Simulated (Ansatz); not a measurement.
Eigenvalues along a path: InP (rocksalt type)

```xyz
2
Lattice="0.0000 2.7083 2.7083 2.7083 0.0000 2.7083 2.7083 2.7083 0.0000" Properties=species:S:1:pos:R:3 pbc="T T T"
In    0.0000    0.0000    0.0000
P     2.7083    2.7083    2.7083
```

The cell comes from a relaxation on PAW files under the same functional, begun from a prototype that needn't be the stable phase.

Computed with Ansatz 0.2.0; functional LDA, scalar-relativistic. Settings: a Γ-centred 14×14×14 k mesh, Fermi–Dirac smearing of 0.05 eV, no spin polarisation. Methods: LAPW: all electrons, basis error target 1 meV/atom.

Path points, in fractions of the reciprocal vectors: Γ (0.000, 0.000, 0.000), X (0.500, 0.000, 0.500), U (0.625, 0.250, 0.625), K (0.375, 0.375, 0.750), L (0.500, 0.500, 0.500), W (0.500, 0.250, 0.750). The distance column jumps between branches of the path. Levels in eV from the Fermi level; bands 9 to 19, counted from the lowest band of the run. The gap is zero, the pressure 0.02 GPa.

```
# k(1/Å) point b9 b10 b11 b12 b13 b14 b15 b16 b17 b18 b19
0.000 Γ -14.21 -14.21 -14.18 -14.18 -14.18 -12.50 -0.30 -0.30 -0.30 0.91 7.15
0.166 - -14.22 -14.20 -14.18 -14.17 -14.17 -12.41 -1.05 -0.44 -0.44 1.83 6.65
0.331 - -14.26 -14.20 -14.19 -14.15 -14.15 -12.12 -2.00 -0.80 -0.80 3.02 5.01
0.497 - -14.33 -14.21 -14.18 -14.12 -14.12 -11.63 -2.81 -1.29 -1.29 1.98 5.08
0.663 - -14.43 -14.22 -14.17 -14.09 -14.09 -10.94 -3.49 -1.77 -1.77 0.11 4.49
0.829 - -14.52 -14.24 -14.16 -14.06 -14.06 -10.10 -4.17 -2.18 -2.18 -1.41 4.07
0.994 - -14.59 -14.25 -14.15 -14.04 -14.04 -9.26 -4.93 -2.44 -2.44 -2.31 3.82
1.160 X -14.61 -14.25 -14.15 -14.03 -14.03 -8.84 -5.36 -2.58 -2.53 -2.53 3.73
1.219 - -14.61 -14.25 -14.15 -14.03 -14.03 -8.84 -5.34 -3.02 -2.52 -2.10 3.78
1.277 - -14.61 -14.24 -14.15 -14.04 -14.03 -8.84 -5.30 -3.48 -2.47 -1.67 3.90
1.336 - -14.59 -14.24 -14.16 -14.04 -14.04 -8.84 -5.24 -3.93 -2.40 -1.25 4.11
1.394 - -14.58 -14.23 -14.17 -14.05 -14.04 -8.84 -5.15 -4.36 -2.29 -0.87 4.39
1.453 - -14.56 -14.22 -14.17 -14.06 -14.04 -8.85 -5.04 -4.76 -2.15 -0.51 4.73
1.512 - -14.54 -14.21 -14.19 -14.07 -14.05 -8.88 -5.12 -4.90 -1.99 -0.17 5.10
1.570 U -14.51 -14.20 -14.20 -14.08 -14.05 -8.94 -5.41 -4.74 -1.80 0.14 5.48
2.280 K -14.51 -14.20 -14.20 -14.08 -14.05 -8.94 -5.41 -4.74 -1.80 0.14 5.48
2.456 - -14.44 -14.23 -14.16 -14.12 -14.07 -9.35 -5.85 -4.13 -1.12 1.04 5.80
2.632 - -14.36 -14.25 -14.15 -14.13 -14.09 -10.08 -5.60 -3.37 -0.33 1.97 4.68
2.808 - -14.30 -14.26 -14.17 -14.12 -14.12 -10.88 -4.88 -2.52 0.28 3.05 4.15
2.983 - -14.25 -14.25 -14.18 -14.14 -14.12 -11.57 -3.86 -1.67 0.36 3.89 4.38
3.159 - -14.23 -14.22 -14.18 -14.16 -14.15 -12.09 -2.63 -0.94 0.08 2.97 5.69
3.335 - -14.21 -14.21 -14.18 -14.17 -14.17 -12.40 -1.28 -0.46 -0.19 1.82 6.58
3.511 Γ -14.21 -14.21 -14.18 -14.18 -14.18 -12.50 -0.30 -0.30 -0.30 0.91 7.15
3.654 - -14.21 -14.21 -14.18 -14.17 -14.17 -12.43 -1.08 -0.29 -0.29 1.58 6.68
3.798 - -14.22 -14.22 -14.18 -14.16 -14.16 -12.23 -2.30 -0.25 -0.25 2.43 6.03
3.941 - -14.24 -14.24 -14.18 -14.14 -14.14 -11.89 -3.55 -0.17 -0.17 2.89 5.53
4.085 - -14.25 -14.25 -14.19 -14.11 -14.11 -11.44 -4.76 -0.06 -0.06 2.90 4.66
4.228 - -14.27 -14.27 -14.19 -14.09 -14.09 -10.91 -5.85 0.06 0.06 2.70 3.96
4.372 - -14.28 -14.28 -14.20 -14.08 -14.08 -10.41 -6.69 0.18 0.18 2.53 3.49
4.515 L -14.29 -14.29 -14.20 -14.07 -14.07 -10.17 -7.05 0.23 0.23 2.46 3.32
4.633 - -14.30 -14.28 -14.19 -14.08 -14.07 -10.11 -7.00 -0.24 0.06 2.77 3.04
4.750 - -14.33 -14.27 -14.19 -14.09 -14.07 -9.96 -6.86 -1.12 -0.46 2.67 3.11
4.867 - -14.37 -14.26 -14.17 -14.11 -14.07 -9.71 -6.62 -2.04 -1.23 2.49 3.41
4.984 - -14.42 -14.24 -14.16 -14.13 -14.06 -9.42 -6.29 -2.88 -2.11 2.47 3.76
5.101 - -14.46 -14.23 -14.15 -14.14 -14.05 -9.12 -5.86 -3.56 -2.97 2.52 4.15
5.218 - -14.49 -14.22 -14.15 -14.15 -14.04 -8.88 -5.36 -4.03 -3.75 2.57 4.51
5.336 W -14.50 -14.21 -14.15 -14.15 -14.03 -8.79 -5.01 -4.20 -4.20 2.60 4.68
5.418 - -14.51 -14.21 -14.17 -14.12 -14.03 -8.79 -4.95 -4.48 -3.90 2.18 5.12
5.501 - -14.53 -14.20 -14.19 -14.10 -14.03 -8.80 -4.79 -4.74 -3.58 1.38 5.49
5.584 - -14.55 -14.21 -14.18 -14.08 -14.03 -8.81 -4.95 -4.53 -3.27 0.52 4.92
5.667 - -14.58 -14.23 -14.17 -14.06 -14.03 -8.83 -5.13 -4.16 -2.98 -0.32 4.44
5.750 - -14.60 -14.24 -14.16 -14.04 -14.03 -8.84 -5.25 -3.71 -2.75 -1.12 4.06
5.833 - -14.61 -14.25 -14.15 -14.04 -14.03 -8.84 -5.33 -3.17 -2.59 -1.87 3.82
5.916 X -14.61 -14.25 -14.15 -14.03 -14.03 -8.84 -5.36 -2.58 -2.53 -2.53 3.73
```
